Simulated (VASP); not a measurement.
Write the native input for VASP 6.6.1 that does the following.

```
Task                   : band structure
Functional             : PBE
Potentials or basis    : VASP PAW PBE potentials, release 64 (Ga_d, O)
Cutoff                 : 600 eV
k mesh                 : 8 × 8 × 8
Occupations            : gaussian, width 0.02 eV
Spin                   : no spin polarisation
Further INCAR settings : ALGO = Fast; EDIFF = 1e-06
```

The structure of Ga2O3 lies in POSCAR:

```
Ga2O3                                   
1.0
    2.5316102208      1.4616258880      4.5448809701
   -2.5316102208      1.4616258880      4.5448809701
    0.0000000000     -2.9232516734      4.5448809696
  Ga              O             
     4     6
Direct
     0.8559097183966540    0.8559097183966540    0.8559097183965545
     0.6440902816033460    0.6440902816033460    0.6440902816034455
     0.1440902816033461    0.1440902816033461    0.1440902816034456
     0.3559097183966539    0.3559097183966539    0.3559097183965545
     0.7499999999999858    0.4468929668614267    0.0531070331385804
     0.4468929668614410    0.0531070331385590    0.7500000000000000
     0.0531070331385733    0.7500000000000142    0.4468929668614196
     0.2500000000000143    0.5531070331385733    0.9468929668614195
     0.9468929668614267    0.2499999999999858    0.5531070331385805
     0.5531070331385591    0.9468929668614409    0.2500000000000000
```

The cell is a database's computed one.

These files were run (other wordings do the same):

INCAR

```
SYSTEM = Ga2O3
PREC     = Accurate       ! precision mode
ENCUT    = 600            ! plane-wave cutoff, eV
EDIFF    = 1E-6           ! SCF threshold, eV
ISMEAR   = 0              ! smearing method
SIGMA    = 0.02           ! smearing width, eV
LREAL    = .False.        ! projectors in reciprocal space
LASPH    = .True.         ! aspherical terms in the spheres
NELM     = 120            ! most SCF steps
ALGO     = Fast           ! electronic algorithm
ISIF     = 2              ! what is computed and relaxed
LWAVE    = .False.        ! write WAVECAR
LCHARG   = .False.        ! write CHGCAR
GGA      = PE             ! functional
KPAR     = 4
```

KPOINTS

```
regular mesh
0
Gamma
  8 8 8
  0 0 0
```

KPOINTS_OPT

```
path GLB1,BZGX,QFP1Z,LP
10
line-mode
reciprocal
 0.0000000000  0.0000000000  0.0000000000  G
 0.5000000000  0.0000000000  0.0000000000  L

 0.5000000000  0.0000000000  0.0000000000  L
 0.5000000000  0.2356861100 -0.2356861100  B1

 0.7643138900  0.5000000000  0.2356861100  B
 0.5000000000  0.5000000000  0.5000000000  Z

 0.5000000000  0.5000000000  0.5000000000  Z
 0.0000000000  0.0000000000  0.0000000000  G

 0.0000000000  0.0000000000  0.0000000000  G
 0.3678430550  0.0000000000 -0.3678430550  X

 0.6321569450  0.3678430550  0.0000000000  Q
 0.5000000000  0.5000000000  0.0000000000  F

 0.5000000000  0.5000000000  0.0000000000  F
 0.6321569450  0.6321569450  0.2356861100  P1

 0.6321569450  0.6321569450  0.2356861100  P1
 0.5000000000  0.5000000000  0.5000000000  Z

 0.5000000000  0.0000000000  0.0000000000  L
 0.7643138900  0.3678430550  0.3678430550  P
```

Potentials or basis: VASP PAW PBE potentials, release 64 (Ga_d, O).

Run with:

```console
$ cat potpaw_PBE.64/Ga_d/POTCAR potpaw_PBE.64/O/POTCAR > POTCAR
$ mpirun -np 4 vasp_std > vasp.out
```

It gave:

```json
{
  "Pressure": "0.0 GPa",
  "Band gap on the k mesh": "2.38 eV, indirect (least direct gap 2.59 eV)",
  "Band gap along the path": "2.36 eV, indirect (least direct gap 2.59 eV)"
}
```

Wall time 8.1 min on 4 MPI ranks on AMD EPYC 7R13 Processor (Zen 3), on a shared host, peak memory 0.7 GiB a rank.
